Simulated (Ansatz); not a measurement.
# AlN: an energy map of one atom

Aim: for AlN, map the energy of atom 2 (N) over a plane.

Program: Ansatz 0.2.0. Level of theory: DFT r2SCAN, scalar-relativistic, plane waves, PAW. These are calculated values, not measurements.

## (1) The starting structure

It takes space group F-43m (No. 216, cubic). The conventional cell has a = 4.368 Å, b = 4.368 Å, c = 4.368 Å, α = 90.00°, β = 90.00°, γ = 90.00°. Al (site symmetry -43m) is surrounded by 4 N at 1.89 Å. N (site symmetry -43m) has 4 Al at 1.89 Å in its first shell of neighbours.

As a file:

```cif
data_structure
_symmetry_space_group_name_H-M 'P 1'
_symmetry_Int_Tables_number 1
_cell_length_a 3.0886
_cell_length_b 3.0886
_cell_length_c 3.0886
_cell_angle_alpha 60.000
_cell_angle_beta 60.000
_cell_angle_gamma 60.000
_cell_volume 20.83
loop_
_atom_site_label
_atom_site_type_symbol
_atom_site_fract_x
_atom_site_fract_y
_atom_site_fract_z
_atom_site_occupancy
Al1 Al 0.00000 0.00000 0.00000 1
N1 N 0.75000 0.75000 0.75000 1
```

It goes back to an entry of the Materials Project, which need not be the stable form.

The cell is taken as given, not relaxed at this level.

## (2) The reference cell

The reference gives a free energy of -928.4372 eV, pressure 0.26 GPa, largest force 0.000 eV/Å and gap on the mesh 3.94 eV. It was computed beforehand with the settings of the runs below.

## (3) The scan: an energy map of one atom

Atom 2 (N) is moved by p along (1.000, 0.000, 0.000) and q along (0.000, 0.000, 1.000) (Å), all else fixed; its images in the other cells move with it. Points alike by symmetry are run once.

## (4) Point p = -0.300, q = -0.300

Contents of input.yaml:

```yaml
crystal:
  lattice:
    - [0.0, 2.1839935596, 2.1839935596]
    - [2.1839935596, 0.0, 2.1839935596]
    - [2.1839935596, 2.1839935596, 0.0]
  atoms:
    - { symbol: Al, position: [0.0, 0.0, 0.0] }
    - { symbol: "N", position: [0.75, 0.6126369576, 0.75] }
basis:
  ecutwfc: 500
kpoints:
  mp_grid: { grid: [10, 10, 10] }
hamiltonian:
  xc: r2scan
scf:
  occupations: { method: gaussian, width: 0.05 }
output:
  forces: true
  stress: true
  eigenvalues: true
```

Launch:

```sh
$ ansatz run input.yaml --threads 1 --pin off --max-ram 2560MiB --backend cpu --events-out ev --progress --plain --runs-dir out
```

## (5) At p = -0.300, q = 0.000

Edit input.yaml of step 4 so:

```diff
@@ -7,3 +7,3 @@
     - { symbol: Al, position: [0.0, 0.0, 0.0] }
-    - { symbol: "N", position: [0.75, 0.6126369576, 0.75] }
+    - { symbol: "N", position: [0.8186815212, 0.6813184788, 0.6813184788] }
 basis:
```

## (6) p = -0.300, q = -0.150

Edit input.yaml of step 5 so:

```diff
@@ -7,3 +7,3 @@
     - { symbol: Al, position: [0.0, 0.0, 0.0] }
-    - { symbol: "N", position: [0.8186815212, 0.6813184788, 0.6813184788] }
+    - { symbol: "N", position: [0.7843407606, 0.6469777182, 0.7156592394] }
 basis:
```

## (7) Point p = -0.150, q = 0.000

Edit input.yaml of step 6 so:

```diff
@@ -7,3 +7,3 @@
     - { symbol: Al, position: [0.0, 0.0, 0.0] }
-    - { symbol: "N", position: [0.7843407606, 0.6469777182, 0.7156592394] }
+    - { symbol: "N", position: [0.7843407606, 0.7156592394, 0.7156592394] }
 basis:
```

## (8) Point p = -0.150, q = -0.150

Edit input.yaml of step 7 so:

```diff
@@ -7,3 +7,3 @@
     - { symbol: Al, position: [0.0, 0.0, 0.0] }
-    - { symbol: "N", position: [0.7843407606, 0.7156592394, 0.7156592394] }
+    - { symbol: "N", position: [0.75, 0.6813184788, 0.75] }
 basis:
```

(Steps that only read results are left out.)

What does the calculation give? Wanted: highest point; lowest point away from the origin.

The runs gave:

```
                         quantity                                       value
                    highest point  1.544 eV/cell at (p, q) = (-0.300, -0.300)
lowest point away from the origin            0.167 eV/cell at (-0.150, 0.000)
```

What this shows: No computed point lies below the origin. Read as harmonic, the points at ±0.150 Å give force constants of 14.82 eV/Å² along p and 14.82 eV/Å² along q, so the site is nearly isotropic in this plane. The gap on the mesh runs from 2.96 to 3.94 eV over the map.

The gaps are Kohn-Sham values of a semilocal functional, not quasiparticle or optical gaps. Such gaps usually fall short of the measured ones.
